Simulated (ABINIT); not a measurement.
Crystal: MnSi.

```
Mn Si
1.0
     3.07218    0.00000    0.00000
     0.00000    3.07218    0.00000
     0.00000    0.00000    3.07218
Mn Si
1 1
Direct
  0.00000 0.00000 0.00000
  0.50000 0.50000 0.50000
```

The cell was built by a generator and needn't be a form met in nature.

Base run:

```yaml
Program: ABINIT 10.8.3 (patched build)
Functional: PBE
Potentials_or_basis: JTH PAW PBE v2.0
Cutoff: 707 eV
k_mesh: 9 × 9 × 9
Occupations: fermi-dirac, width 0.05 eV
Spin: collinear spin, ferromagnetic start
Starting_moments: "[4.0, 0.0] μB"
```

Its results: band gap on the k mesh none (metal or under the smearing width); pressure -25.5 GPa; net moment 1.64 μB per cell; site moments Mn +1.76; Si -0.10 μB.

**Question.** The run is repeated on the same cell with these changes: moments at the start from [4.0, 0.0] to [5.0, 0.0]. What comes out?

**Answer.** Band gap on the k mesh none (metal or under the smearing width); pressure -17.5 GPa; net moment 2.52 μB per cell; site moments Mn +2.56; Si -0.09 μB.

Caveats: so large a pressure means that the cell lies far from this level's equilibrium, or that cutoff or potentials fall short (some runs).
